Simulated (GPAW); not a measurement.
Crystal: GaN.

```
Ga N
1.0
     3.18000    0.00000    0.00000
    -1.59000    2.75396    0.00000
     0.00000    0.00000    5.16600
Ga N
2 2
Direct
  0.66667 0.33333 0.50000
  0.33333 0.66667 0.00000
  0.66667 0.33333 0.87500
  0.33333 0.66667 0.37500
```

- Program: GPAW 26.7.0
- Task: relaxation of cell and atoms
- Functional: revPBE
- Dispersion: D4
- Potentials or basis: the program's PAW data sets (release 1.2.1) made for this functional
- Cutoff: 800 eV
- Basis: pw
- k mesh: 7 × 7 × 4
- Occupations: fermi-dirac, width 0.05 eV
- Spin: no spin polarisation

At the start: pressure 6.7 GPa; volume 11.31 Å³/atom.

Task: Where does the relaxation end?

Result: Over 6 steps the energy falls by 9.1 meV/atom and the volume is 11.67 Å³/atom (+3.2 %); space group P6_3mc (No. 186, to 0.05 Å).

Step by step:
```csv
step,energy change (eV),largest force (eV/Å),pressure (GPa),volume (Å³)
1,0.0000,0.1742,6.74,45.24
2,-0.0113,0.0798,5.56,45.47
3,-0.0334,0.1156,1.26,46.39
4,-0.0354,0.0884,0.42,46.58
5,-0.0365,0.0260,-0.07,46.69
6,-0.0365,0.0041,-0.04,46.68
```

Final structure:
```yaml
crystal:
  lattice:
    - [3.21181, 0.00000, 0.00000]
    - [-1.60590, 2.78151, 0.00000]
    - [0.00000, 0.00000, 5.22522]
  atoms:
    - { symbol: Ga, position: [0.66667, 0.33333, 0.49908] }
    - { symbol: Ga, position: [0.33333, 0.66667, 0.99908] }
    - { symbol: N, position: [0.66667, 0.33333, 0.87592] }
    - { symbol: N, position: [0.33333, 0.66667, 0.37590] }
```

Caveat: the data sets keep Ga 3d, Li 1s and Be 1s frozen, and some such compounds lay over 1.5 % in volume off other programs; later steps reuse the first step's grids.
